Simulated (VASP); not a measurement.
# Tl (P6_3/mmc) in VASP: further runs

One crystal, Tl, is run at these levels: PBEsol; tasks: single point.

Program: VASP 6.6.1. These are calculated values, not measurements. Logs are shortened: lines on timing, memory, paths and dates and some standing lists are left out, and cuts for length are marked.

## 1. The crystal as given

It takes space group P6_3/mmc (No. 194, hexagonal). The conventional cell has a = 3.456 Å, b = 3.456 Å, c = 5.525 Å, α = 90.00°, β = 90.00°, γ = 120.00°. Tl (site symmetry -6m2) is surrounded by 12 Tl at 3.41 to 3.46 Å.

## 2. Single point, PBEsol

The input, INCAR:

```
PREC = Accurate ; ENCUT = 250
EDIFF = 1E-6 ; ISMEAR = 1
SIGMA = 0.1 ; LREAL = False
LASPH = True ; NELM = 100
ALGO = Normal ; ISIF = 2
LWAVE = False ; LCHARG = False
GGA = PS ; NBANDS = 20
ADDGRID = False
```

The input, KPOINTS:

```
regular mesh
0
Gamma
  4 4 2
```

The input, POSCAR:

```
Tl
1.0
    3.4560000000      0.0000000000      0.0000000000
   -1.7280000000      2.9929837955      0.0000000000
    0.0000000000      0.0000000000      5.5250000000
Tl
2
Direct
    0.6666666667      0.3333333333      0.7500000000
    0.3333333333      0.6666666667      0.2500000000
```

Potentials or basis: VASP PAW PBE potentials, release 64 (Tl_d).

Run with:

```
> cat potpaw_PBE.64/Tl_d/POTCAR > POTCAR
> mpirun -np 1 vasp_std > vasp.out
```

OUTCAR:

```text
PREC = Accurate
   ENCUT = 250
   EDIFF = 1E-6
   ISMEAR = 1
   LREAL = False
   LASPH = True
   NELM = 100
   ISIF = 2
   GGA = PS

 Found      8 irreducible k-points:

 Following reciprocal coordinates:
            Coordinates               Weight
  0.000000  0.000000  0.000000      1.000000
  0.250000  0.000000  0.000000      6.000000
  0.500000  0.000000  0.000000      3.000000
  0.250000  0.250000  0.000000      6.000000
  0.000000  0.000000  0.500000      1.000000
  0.250000  0.000000  0.500000      6.000000
   k-points           NKPTS =      8   k-points in BZ     NKDIM =      8   number of bands    NBANDS=     20
   number of dos      NEDOS =    301   number of ions     NIONS =      2
   total plane-waves  NPLWV =   9072
   dimension x,y,z NGX =    18 NGY =   18 NGZ =   28
   dimension x,y,z NGXF=    36 NGYF=   36 NGZF=   56
   ions per type =               2
   NGX,Y,Z   is equivalent  to a cutoff of   8.66,  8.66,  8.43 a.u.
   NGXF,Y,Z  is equivalent  to a cutoff of  17.32, 17.32, 16.85 a.u.
 SYSTEM =  unknown system
   PREC   = accura    normal or accurate (medium, high low for compatibility)
   ISTART =      0    job   : 0-new  1-cont  2-samecut
   ICHARG =      2    charge: 1-file 2-atom 10-const
   ISPIN  =      1    spin polarized calculation?
   LNONCOLLINEAR =      F non collinear calculations
   LSORBIT =      F    spin-orbit coupling
   LASPH  =      T    aspherical Exc in radial PAW
   ENCUT  =  250.0 eV  18.37 Ry    4.29 a.u.   4.46  4.46  7.12*2*pi/ulx,y,z
   NELM   =    100;   NELMIN=  2; NELMDL= -5     # of ELM steps
   EDIFF  = 0.1E-05   stopping-criterion for ELM
   LREAL  =      F    real-space projection
   EDIFFG = 0.1E-04   stopping-criterion for IOM
   NSW    =      0    number of steps for IOM
   IBRION =     -1    ionic relax: 0-MD 1-quasi-New 2-CG
   NFREE  =      0    steps in history (QN), initial steepest desc. (CG)
   ISIF   =      2    stress and relaxation
   ISYM   =      2    0-nonsym 1-usesym 2-fastsym
   POTIM  = 0.5000    time-step for ionic-motion
   TEBEG  =    0.0;   TEEND  =   0.0 temperature during run
   PSTRESS=    0.0 pullay stress
   NELECT =      26.0000    total number of electrons
   NUPDOWN=      -1.0000    fix difference up-down
   EMIN   =  10.00;   EMAX   =-10.00  energy-range for DOS
   EFERMI =   0.00;   METHOD = LEGACY
   ISMEAR =     1;   SIGMA  =   0.10  broadening in eV -4-tet -1-fermi 0-gaus
   EFERMI_NEDOS =   21; number of points for ismear=-14 and -15
   IALGO  =     38    algorithm
   IMIX   =      4    mixing-type and parameters
     AMIX     =   0.40;   BMIX     =  1.00
     AMIX_MAG =   1.60;   BMIX_MAG =  1.00
  volume/ion in A,a.u.               =      28.57       192.83
  Fermi-wavevector in a.u.,A,eV,Ry     =   1.259107  2.379366 21.569987  1.585349
  Thomas-Fermi vector in A             =   2.392683
   LORBIT       =      0    0 simple, 1 ext, 2 COOP (PROOUT), +10 PAW based schemes
   GGA     = PS    functional components
   LHFCALC =     F    Hartree Fock is set to
   AEXX    =    0.0000 exact exchange contribution
   IVDW    =     0    specifies the selected vdW correction
   LEPSILON=     F    determine dielectric tensor
   LRPA    =     F    only Hartree local field effects (RPA)
 non-spin polarized calculation
 Methfessel and Paxton  Order N= 1 SIGMA  =   0.10
  energy-cutoff  :      250.00
  volume of cell :       57.15
 maximum number of plane-waves:       537
 NGX is ok and might be reduce to    18
   NGX =  9   NGY =  9   NGZ = 15

 number of electron      25.9999938 magnetization

 Free energy of the ion-electron system (eV)
  ---------------------------------------------------
  ext. energy  EPLUGINS =         0.00000000
  ---------------------------------------------------
  free energy    TOTEN  =        -5.17171546 eV

  energy without entropy =       -5.16719436  energy(sigma->0) =       -5.17020843

 E-fermi :   6.3127     XC(G=0): -10.3593

 val. band max:        6.2927089703   @ k =   0.2500   0.2500   0.0000
 cond. band min:       6.6262635607   @ k =   0.2500   0.2500   0.0000
 fundamental gap:      0.3335545903
 Fermi energy:         6.3126725806

 k-point     1 :       0.0000    0.0000    0.0000
  band No.  band energies     occupation
      1      -5.3019      2.00000
      2      -5.0602      2.00000
      3      -5.0473      2.00000
      4      -5.0472      2.00000
      5      -4.9929      2.00000
      6      -4.9929      2.00000
      7      -4.9207      2.00000
      8      -4.9207      2.00000
      9      -4.5790      2.00000
     10      -4.5790      2.00000
     11      -3.6723      2.00000
     12       1.2897      2.00000
     13       3.5316      2.00000
     14      14.3728      0.00000
     15      14.3728      0.00000
     16      16.4564      0.00000
     17      16.4564      0.00000
     18      16.6633      0.00000
     19      17.2195      0.00000
     20      17.3175      0.00000

 k-point     2 :       0.2500    0.0000    0.0000
  band No.  band energies     occupation
      1      -5.2957      2.00000
      2      -5.1030      2.00000
      3      -5.0739      2.00000
      4      -5.0142      2.00000
      5      -4.9867      2.00000
      6      -4.8361      2.00000
      7      -4.8188      2.00000
      8      -4.7761      2.00000
      9      -4.7582      2.00000
     10      -4.5459      2.00000
     11      -2.4491      2.00000
     12       2.0409      2.00000
     13       4.9826      2.00000
     14       8.1907     -0.00000
     15      11.7172      0.00000
     16      11.8651      0.00000
     17      14.3699      0.00000
     18      15.3651      0.00000
     19      16.0635      0.00000
     20      17.3863      0.00000

 k-point     3 :       0.5000    0.0000    0.0000
  band No.  band energies     occupation
      1      -5.4219      2.00000
      2      -5.2611      2.00000
      3      -5.1932      2.00000
      4      -5.0931      2.00000
      5      -4.8672      2.00000
      6      -4.8540      2.00000
      7      -4.6172      2.00000
      8      -4.5848      2.00000
      9      -4.5372      2.00000
     10      -4.5264      2.00000
     11       0.6127      2.00000
     12       1.6897      2.00000
     13       5.6842      2.00000
     14       6.8870     -0.00000
     15       7.7341     -0.00000
     16      10.1952      0.00000
     17      10.2583      0.00000
     18      14.5880      0.00000
     19      14.6097      0.00000
     20      16.1790      0.00000

 k-point     4 :       0.2500    0.2500    0.0000
  band No.  band energies     occupation
      1      -5.2661      2.00000
      2      -5.1548      2.00000
      3      -5.1470      2.00000
      4      -5.0467      2.00000
      5      -4.8809      2.00000
      6      -4.8469      2.00000
      7      -4.8012      2.00000
      8      -4.7319      2.00000
      9      -4.5587      2.00000
     10      -4.5518      2.00000
     11      -0.0979      2.00000
     12       2.7692      2.00000
     13       6.2927      1.33054
     14       6.6263     -0.00009
     15       7.4308     -0.00000
     16       9.9184      0.00000
     17      10.9690      0.00000
     18      11.5352      0.00000
     19      13.8196      0.00000
     20      19.8063      0.00000

 k-point     5 :       0.0000    0.0000    0.5000
  band No.  band energies     occupation
      1      -5.1575      2.00000
      2      -5.1575      2.00000
      3      -5.0786      2.00000
      4      -5.0786      2.00000
      5      -5.0786      2.00000
      6      -5.0786      2.00000
      7      -4.6904      2.00000
      8      -4.6904      2.00000
      9      -4.6904      2.00000
     10      -4.6904      2.00000
     11      -2.2289      2.00000
     12      -2.2289      2.00000
     13       9.7452      0.00000
     14       9.7452      0.00000
     15      15.3521      0.00000
     16      15.3521      0.00000
     17      15.3521      0.00000
     18      15.3521      0.00000
     19      16.8866      0.00000
     20      16.8866      0.00000

 k-point     6 :       0.2500    0.0000    0.5000
  band No.  band energies     occupation
      1      -5.2124      2.00000
      2      -5.2124      2.00000
      3      -5.0784      2.00000
      4      -5.0784      2.00000
      5      -4.9013      2.00000
      6      -4.9013      2.00000
      7      -4.7286      2.00000
      8      -4.7286      2.00000
      9      -4.6811      2.00000
     10      -4.6811      2.00000
     11      -1.0237      2.00000
     12      -1.0237      2.00000
     13       8.8066      0.00000
     14       8.8066      0.00000
     15      11.2866      0.00000
     16      11.2866      0.00000
     17      13.2997      0.00000
     18      13.2997      0.00000
     19      15.6216      0.00000
     20      15.6216      0.00000

 [... further k-points ...]
[... 5 lines left out ...]
  --------------------------------------------------------------------------------------
  -------------------------------------------------------------------------------------
  Total        0.9421255      0.9421255     -0.3048248      0.0000000      0.0000000      0.0000000
  in kB       26.4124655     26.4124655     -8.5457575      0.0000000      0.0000000      0.0000000
  external PRESSURE =      14.7597245 kB  Pullay stress =       0.0000000 kB

 VOLUME and BASIS-vectors are now :
 -----------------------------------------------------------------------------
  energy-cutoff  :      250.00
  volume of cell :       57.15
      direct lattice vectors                 reciprocal lattice vectors
     3.456000000  0.000000000  0.000000000     0.289351852  0.167057370  0.000000000
    -1.728000000  2.992983795  0.000000000     0.000000000  0.334114739  0.000000000
     0.000000000  0.000000000  5.525000000     0.000000000  0.000000000  0.180995475

 POSITION                                       TOTAL-FORCE (eV/Angst)
 -----------------------------------------------------------------------------------
      1.72800      0.99766      4.14375         0.000000      0.000000      0.000000
     -0.00000      1.99532      1.38125        -0.000000     -0.000000      0.000000
 -----------------------------------------------------------------------------------
    total drift:                               -0.000000      0.000000     -0.000000

  FREE ENERGIE OF THE ION-ELECTRON SYSTEM (eV)
  ---------------------------------------------------
  free  energy   TOTEN  =        -5.1717154585 eV

  energy  without entropy=       -5.1671943589  energy(sigma->0) =       -5.17020843
```

Run time: 3.1 s. Hardware: 1 thread of AMD EPYC 9R45 (Zen 5), shared host; peak memory 0.08 GiB.

These settings aren't checked as converged: the numbers below hold their error.

Results:

- Free energy: -5.1717 eV
- Band gap on the k mesh: none (metal or under the smearing width)

Caveat: the k mesh is coarse (spacing up to 0.57 Å⁻¹), so the values aren't converged; the cutoff is under 1.25 times the usual one of these potentials, so pressure, stress and relaxed cells hold a basis-set (Pulay) error; the PAW data sets were made with another functional, which shifts forces and pressure a little.

## 3. Single point, PBEsol

INCAR, as its differences from that of step 2:

```diff
@@ -1,2 +1,2 @@
-PREC = Accurate ; ENCUT = 250
+PREC = Accurate ; ENCUT = 350
 EDIFF = 1E-6 ; ISMEAR = 1
```

KPOINTS is that of step 2.

POSCAR is that of step 2.

Potentials or basis: VASP PAW PBE potentials, release 64 (Tl_d).

Run with:

```
> cat potpaw_PBE.64/Tl_d/POTCAR > POTCAR
> mpirun -np 1 vasp_std > vasp.out
```

OUTCAR:

```text
PREC = Accurate
   ENCUT = 350
   EDIFF = 1E-6
   ISMEAR = 1
   LREAL = False
   LASPH = True
   NELM = 100
   ISIF = 2
   GGA = PS

 Found      8 irreducible k-points:

 Following reciprocal coordinates:
            Coordinates               Weight
  0.000000  0.000000  0.000000      1.000000
  0.250000  0.000000  0.000000      6.000000
  0.500000  0.000000  0.000000      3.000000
  0.250000  0.250000  0.000000      6.000000
  0.000000  0.000000  0.500000      1.000000
  0.250000  0.000000  0.500000      6.000000
[... 80 lines left out ...]
      4      -5.0657      2.00000
      5      -5.0110      2.00000
      6      -5.0110      2.00000
[... 127 lines left out ...]
     19      15.6120      0.00000
     20      15.6120      0.00000

 [... further k-points ...]
[... 5 lines left out ...]
  --------------------------------------------------------------------------------------
  -------------------------------------------------------------------------------------
  Total        0.8795781      0.8795781     -0.3787527      0.0000000      0.0000000      0.0000000
  in kB       24.6589505     24.6589505    -10.6183242      0.0000000      0.0000000      0.0000000
  external PRESSURE =      12.8998590 kB  Pullay stress =       0.0000000 kB

 VOLUME and BASIS-vectors are now :
 -----------------------------------------------------------------------------
  energy-cutoff  :      350.00
  volume of cell :       57.15
      direct lattice vectors                 reciprocal lattice vectors
     3.456000000  0.000000000  0.000000000     0.289351852  0.167057370  0.000000000
    -1.728000000  2.992983795  0.000000000     0.000000000  0.334114739  0.000000000
     0.000000000  0.000000000  5.525000000     0.000000000  0.000000000  0.180995475

 POSITION                                       TOTAL-FORCE (eV/Angst)
 -----------------------------------------------------------------------------------
      1.72800      0.99766      4.14375        -0.000000      0.000000      0.000000
     -0.00000      1.99532      1.38125         0.000000     -0.000000      0.000000
 -----------------------------------------------------------------------------------
    total drift:                               -0.000000      0.000000     -0.000000

  FREE ENERGIE OF THE ION-ELECTRON SYSTEM (eV)
  ---------------------------------------------------
  free  energy   TOTEN  =        -5.1539757342 eV

  energy  without entropy=       -5.1494617155  energy(sigma->0) =       -5.15247106
```

It took 4 s on 1 thread of AMD EPYC 9R45 (Zen 5), shared host; peak memory 0.11 GiB.

The run converged, but some of its settings lie outside the range that counts as converged, so its numbers aren't taken as properties of the crystal.

Results:

```yaml
Free_energy: -5.1540 eV
Pressure: 1.3 GPa
Band_gap_on_the_k_mesh: none (metal or under the smearing width)
```

Caveat: the k mesh is coarse (spacing up to 0.57 Å⁻¹), so the values aren't converged; the PAW data sets were made with another functional, which shifts forces and pressure a little.
